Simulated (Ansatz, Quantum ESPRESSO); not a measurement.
This is a calculation of Ti2C for Ansatz 0.2.0. Atoms were shifted at random by some hundredths of an Å from the given cell, which wasn't relaxed again for these runs. The cell comes from a database or a generator and needn't be the stable form of this composition.

File input.yaml:

```yaml
crystal:
  lattice:
    - [1.540698181, 0.8895225095, 4.8137698526]
    - [-1.540698181, 0.8895225095, 4.8137698526]
    - [0.0, -1.7790450191, 4.8137698526]
  atoms:
    - { symbol: Ti, position: [0.750554, 0.746408, 0.767675] }
    - { symbol: Ti, position: [0.261017, 0.249111, 0.228005] }
    - { symbol: C, position: [0.50743, 0.502988, 0.495778] }
kpoints:
  mp_grid: { grid: [10, 10, 10] }
scf:
  occupations: { method: fermi_dirac, width: 0.05 }
hamiltonian:
  xc: pbesol
  pseudopotentials: { kind: all_electron, lapw: { basis_error: 0.001 } }
output:
  forces: true
  stress: true
  eigenvalues: true
  populations: true
```

Potentials or basis: all-electron LAPW, scalar-relativistic.

Command:

```bash
$ ansatz run input.yaml --threads 2 --pin off --max-ram 8192MiB --backend cpu --events-out ev --progress --plain --runs-dir out
```

**Question.** Translate it to Quantum ESPRESSO 7.5. Potentials or basis there: GBRV 1.5 PBEsol, cutoff 612 eV.

**Answer.** As run (cutoffs and basis follow the program's own potentials, and thresholds, step limits or extra output files can differ):

File pw.in:

```
&CONTROL
  calculation = 'scf'
  prefix = 'pwscf'
  outdir = './tmp'
  pseudo_dir = './pseudo'
  tprnfor = .true.
  tstress = .true.
  disk_io = 'nowf'
/
&SYSTEM
  ibrav = 0
  nat = 3
  ntyp = 2
  ecutwfc = 45
  ecutrho = 360
  nbnd = 21
  occupations = 'smearing'
  smearing = 'fd'
  degauss = 0.00367493
/
&ELECTRONS
  conv_thr = 6d-10
  electron_maxstep = 120
  mixing_beta = 0.5
/
ATOMIC_SPECIES
Ti    47.8670 ti_pbesol_v1.4.uspp.F.UPF
C     12.0110 c_pbesol_v1.2.uspp.F.UPF
CELL_PARAMETERS angstrom
   1.5406981810    0.8895225095    4.8137698526
  -1.5406981810    0.8895225095    4.8137698526
   0.0000000000   -1.7790450191    4.8137698526
ATOMIC_POSITIONS crystal
Ti     0.7505540000    0.7464080000    0.7676750000
Ti     0.2610170000    0.2491110000    0.2280050000
C      0.5074300000    0.5029880000    0.4957780000
K_POINTS automatic
10 10 10 0 0 0
```

Potentials or basis: GBRV 1.5 PBEsol.

The run is started by

```sh
$ OMP_NUM_THREADS=1 mpirun -n 2 pw.x -nk 2 -in pw.in > pw.out
```

Both were run:

|  | Ansatz | Quantum ESPRESSO |
| --- | --- | --- |
| Pressure | -4.5 GPa | -4.5 GPa |
| Largest force | 0.649 eV/Å | 0.649 eV/Å |

Where Ansatz's input types no cutoff or centring, it takes its own default and a Γ-centred mesh.

Pressure is positive in compression.
